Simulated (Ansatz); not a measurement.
Sb, DFT, PBE, all-electron PAW with datasets made for the crystal, scalar-relativistic (Ansatz 0.2.0), run on 1 thread of Intel(R) Xeon(R) 6975P-C (Granite Rapids) on a shared host.

The structure is an experimental refinement, used without relaxation. The listed cell was then made from it by scaling, straining or moving an atom.

Command: `ansatz run input.yaml --threads 1 --pin off --max-ram 3072MiB --backend cpu --events-out ev --progress --plain --runs-dir out`

```yaml
crystal:
  lattice:
    - [2.1290943287, 1.2292331838, 3.744]
    - [-2.1290943287, 1.2292331838, 3.744]
    - [0.0, -2.4584663675, 3.744]
  atoms:
    - { symbol: Sb, position: [0.23364, 0.23364, 0.23364] }
    - { symbol: Sb, position: [0.76636, 0.76636, 0.76636] }
kpoints:
  mp_grid: { grid: [9, 9, 9] }
scf:
  occupations: { method: fermi_dirac, width: 0.05 }
hamiltonian:
  xc: pbe
  pseudopotentials: { kind: all_electron, datasets: crystal }
output:
  forces: true
  stress: true
  eigenvalues: true
  efg: { contact_densities: true }
```

(1) How large is the problem that the program sets up?

(2) Estimate the wall time and the peak memory.

(3) And the same cell and mesh by frozen-core PAW, asked for forces, stress, eigenvalues, efg, write_density, write_potential, elf, on the same hardware?

Results:

(1) 85 irreducible k-points, 277 plane waves at Γ, 9 bands.

(2) 3.2 s of wall time for 7 SCF iterations, with a peak of 0.42 GiB. Times on shared machines scatter by tens of per cent.

(3) 3.8 s, peak memory 0.46 GiB.
